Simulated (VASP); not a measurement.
A run of VASP 6.6.1 is set up as follows.

The input INCAR:

```
PREC     = Accurate       # precision mode
ENCUT    = 520            # plane-wave cutoff, eV
EDIFF    = 1E-7           # SCF threshold, eV
ISMEAR   = 0              # smearing method
SIGMA    = 0.1            # smearing width, eV
LREAL    = F              # projectors in reciprocal space
LASPH    = T              # aspherical terms in the spheres
NELM     = 100            # most SCF steps
ALGO     = Normal         # electronic algorithm
ISIF     = 2              # what is computed and relaxed
LWAVE    = F              # write WAVECAR
LCHARG   = T              # write CHGCAR
GGA      = PS             # functional
LELF     = T              # ELF
LVHAR    = T            
NBANDS   = 10             # bands
```

Contents of KPOINTS:

```
Automatic mesh
0
Gamma
  8 8 8
```

Contents of POSCAR:

```
Os
1.0
    0.0000000000      1.9102368011      1.9102368011
    1.9102368011      0.0000000000      1.9102368011
    1.9102368011      1.9102368011      0.0000000000
Os
1
Direct
    0.0000000000      0.0000000000      0.0000000000
```

Potentials or basis: VASP PAW PBE potentials, release 64 (Os).

Run with:

```bash
$ cat potpaw_PBE.64/Os/POTCAR > POTCAR
$ mpirun -np 1 vasp_std > vasp.out
```

(1) Estimate the pressure.

(2) Predict the band gap on the k mesh.

Results:

(1) 0.5 GPa.

(2) none (metal or under the smearing width).

Caveat: the PAW data sets were made with another functional, which shifts forces and pressure a little.
